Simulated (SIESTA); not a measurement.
Crystal: ZnSe (Stilleite).

```
Se Zn
1.0
     0.00000    2.83380    2.83380
     2.83380    0.00000    2.83380
     2.83380    2.83380    0.00000
Se Zn
1 1
Direct
  0.75000 0.75000 0.75000
  0.00000 0.00000 0.00000
```

Base run:

| Quantity | Value |
| --- | --- |
| Program | SIESTA 5.4.2 |
| Functional | PBEsol |
| Potentials or basis | PseudoDojo 0.4 standard (PBEsol files) |
| Basis | DZP (energy shift 0.003 Ry; two zetas on semicore shells) |
| Grid cutoff | 800 Ry |
| Energy shift | 0.003 Ry |
| k mesh | 8 × 8 × 8 |
| Occupations | fermi-dirac, width 0.05 eV |
| Spin | no spin polarisation |

Its results: band gap on the k mesh 1.47 eV, direct; pressure -0.8 GPa.

**Question.** The run is repeated on the same cell with these changes: functional from PBEsol to LDA; potentials or basis from PseudoDojo 0.4 standard (PBEsol files) to PseudoDojo 0.4 standard (LDA files). What comes out?

**Answer.** Band gap on the k mesh 1.34 eV, direct; pressure -3.0 GPa.

Caveats: short orbitals over semicore shells can move pressures by several GPa; the valence orbitals were made in a potential fitted to the semicore shell under them, which widens gaps by tenths of an eV or more; the basis of atomic orbitals isn't converged, which shifts pressures, moduli and gaps.
